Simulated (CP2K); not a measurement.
CsPbCl3 under changes of volume

One of the cells (35.217 Å³/atom); the others are scaled copies at fixed shape and fractional positions:

```
CELL_PARAMETERS angstrom
5.60500 0.00000 0.00000
0.00000 5.60500 0.00000
0.00000 0.00000 5.60500
ATOMIC_POSITIONS crystal
Pb 0.50000 0.50000 0.50000
Cs 0.00000 0.00000 0.00000
Cl 0.50000 0.00000 0.50000
Cl 0.00000 0.50000 0.50000
Cl 0.50000 0.50000 0.00000
```

* Program: CP2K 2026.2
* Functional: PBEsol
* Potentials or basis: POTENTIAL_UZH Pb GTH-PBE-q4, Cs GTH-PBE-q9, Cl GTH-PBE-q7; TZVP-MOLOPT-PBE-GTH basis
* Density cutoff: 6123 eV
* k mesh: 5 × 5 × 5
* Occupations: fermi-dirac, width 0.0259 eV
* Spin: no spin polarisation

| volume (Å³/atom) | energy over the lowest point (meV/atom) | pressure (GPa) | gap on the mesh (eV) |
| --- | --- | --- | --- |
| 33.104 | 30.99 | 3.1 | 2.62 |
| 33.809 | 19.13 | 2.3 | 2.68 |
| 34.513 | 10.41 | 1.7 | 2.73 |
| 35.217 | 4.51 | 1.0 | 2.78 |
| 35.922 | ? | ? | ? |
| 36.626 | 0.00 | 0.0 | 2.86 |
| 37.330 | 0.90 | -0.4 | 2.90 |

Q: What does the run at 35.922 Å³/atom give?

A: Energy over the lowest point 1.12 meV/atom; pressure 0.5 GPa; gap on the mesh 2.82 eV.

Worked out: A Birch-Murnaghan fit of order 3 (a polynomial in V^(-2/3)) to the other rows has its minimum at 36.65 Å³/atom with B0 = V·E''(V) = 24 GPa and B' = 4.6. It gives 1.12 meV/atom at 35.922 Å³/atom, against the run's 1.12, and -dE/dV = 0.5 GPa, against 0.5. A straight line through the other rows of the gap, of slope 2.3 eV per unit of ln V (its deformation potential), gives 2.82 eV, against the run's 2.82.

Energies are extrapolated to zero smearing.

Caveats: the potentials were made for another functional, which shifts forces and pressure; spin-orbit coupling is left out, which as a rule narrows the gap of such compounds by several tenths of an eV; an odd mesh through Γ misses points on the zone boundary, where band edges often lie; the basis of atomic orbitals isn't converged, which shifts pressures, moduli and gaps.
